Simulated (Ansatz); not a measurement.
SnO2 (P4_2/mnm) from a database of computed structures, relaxed with r2SCAN in the plane-wave code Ansatz. The symmetry is P4_2/mnm (No. 136, tetragonal); a = 4.761 Å, c = 3.200 Å in the conventional setting, 12.09 Å³ an atom. Sn is surrounded by 6 O at 2.06–2.07 Å; O is surrounded by 3 Sn at 2.06–2.07 Å.

The axes x, y and z are those of this cell:
```xyz
6
Lattice="4.7605 0.0000 0.0000 0.0000 4.7607 0.0000 0.0000 0.0000 3.2001" Properties=species:S:1:pos:R:3 pbc="T T T"
Sn    2.3803    2.3803    1.6000
Sn    0.0000    0.0000    0.0000
O     1.4559    1.4564    0.0000
O     3.8362    0.9239    1.6000
O     0.9243    3.8368    1.6000
O     3.3046    3.3043    0.0000
```

Unstrained: With PBE the gap is 1.099 eV and direct, at Γ. With r2SCAN the gap is 1.768 eV and direct, at Γ. HSE06 gives a direct gap of 2.841 eV at Γ. Meshes: PBE 6×6×8, r2SCAN 6×6×8, HSE06 4×4×4. Strains are changes of length per length. After each strain the atoms were relaxed again with r2SCAN within the symmetry that the strain leaves, so tilts or polar shifts that break it weren't tested; points keep the names that they have in the unstrained zone. The values are computed, spin-unpolarised, and not measurements.

Question: Apply uniaxial +5.8 % along x, other directions held. How far does the gap move, against the unstrained cell?

Answer: PBE: the gap goes from 1.099 to 0.661 eV (-0.438 eV). r2SCAN: the gap goes from 1.768 to 1.274 eV (-0.494 eV). HSE06: the gap goes from 2.841 to 2.313 eV (-0.528 eV). The r2SCAN energy rises by 29.7 meV an atom.

Question: For epitaxial -2.46 % in the xy plane, how far does the free direction move, and what happens to the gap?

Answer: The normal strain at zero normal stress is +1.90 %, 0.77 of the in-plane strain with the sign turned. PBE: the gap goes from 1.099 to 1.341 eV (+0.242 eV). r2SCAN: the gap goes from 1.768 to 2.027 eV (+0.259 eV). HSE06: the gap goes from 2.841 to 3.111 eV (+0.270 eV).

Question: Apply biaxial +5.85 % in x and y, z held. How far does the gap move, against the unstrained cell?

Answer: PBE: the gap goes from 1.099 to 0.321 eV (-0.778 eV). r2SCAN: the gap goes from 1.768 to 0.904 eV (-0.864 eV). HSE06: the gap goes from 2.841 to 1.922 eV (-0.919 eV). The r2SCAN energy rises by 89.0 meV an atom.

No spin-orbit coupling is included; it can move band edges with weight on the heavy atoms by tenths of an eV.

The meshes of the hybrids are coarse, so their gaps aren't converged to the digits shown.
